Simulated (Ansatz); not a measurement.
Runs of Ansatz 0.2.0 on KBr. Symmetry: Fm-3m, No. 225, cubic system. The conventional cell has a = 6.600 Å, b = 6.600 Å, c = 6.600 Å, α = 90.00°, β = 90.00°, γ = 90.00°. Br (site symmetry m-3m) is surrounded by 6 K at 3.30 Å. K (site symmetry m-3m) has 6 Br at 3.30 Å as nearest neighbours. 

```tsv
task	level	cell	k mesh	smearing	atoms under strain	q mesh	points for each segment of the path	gap on the mesh (eV)	pressure (GPa)	relaxed volume (Å³/atom)
relaxation of cell and atoms	BLYP+D4	relaxed	7 × 7 × 7	fermi-dirac 0.05 eV	-	-	-	4.38	0.0	(a)
relaxation of cell and atoms	BLYP+D3(BJ)	relaxed	7 × 7 × 7	fermi-dirac 0.05 eV	-	-	-	4.58	0.0	34.21
elastic constants	LDA	as given	5 × 5 × 5	fixed	relaxed	-	-	4.03	(b)	-
Born charges and dielectric tensor	LDA	as given	7 × 7 × 7	fixed	-	-	-	4.03	-	-
phonons	LDA	as given	5 × 5 × 5	fixed	-	2 × 2 × 2	8	4.03	-	-
```

Alike in all rows: potentials or basis Ansatz PAW; no spin polarisation; cutoff (eV) 420.

Estimate the missing entries.

(a) 36.60; (b) -1.6.

Caveats: odd divisions of the mesh miss points on the zone boundary, where band edges often lie, so the gap on the mesh can be too wide; the PAW data sets come from PBE, with cores solved anew for the run's functional, which leaves a small shift of forces and pressure; the plane-wave basis is chosen anew once the cell has moved, so the energies of steps on either side of that aren't comparable (some runs).

A k mesh can miss the band edges, and the runs leave out spin-orbit coupling on Br.

Runs at the PBE level aren't shown here.
